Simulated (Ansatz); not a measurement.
Structure types of CdS were relaxed at one common pressure (all-electron LAPW in Ansatz 0.2.0 under PBE, scalar-relativistic, no spin polarisation, zero temperature). They take these volumes:

| type | space group | V (Å³/atom) |
| --- | --- | --- |
| rocksalt | Fm-3m | 13.00 |
| CsCl | Pm-3m | 12.33 |
| zincblende | F-43m | 15.12 |
| distorted wurtzite | P6_3mc | 12.35 |
| NiAs | P6_3/mmc | 13.04 |

Task: At about which pressure, and is the densest type also the lowest in enthalpy?

Result: 100 GPa. The densest is CsCl, and it is 28 meV/atom above rocksalt: its gain in pV doesn't pay for its higher energy here.
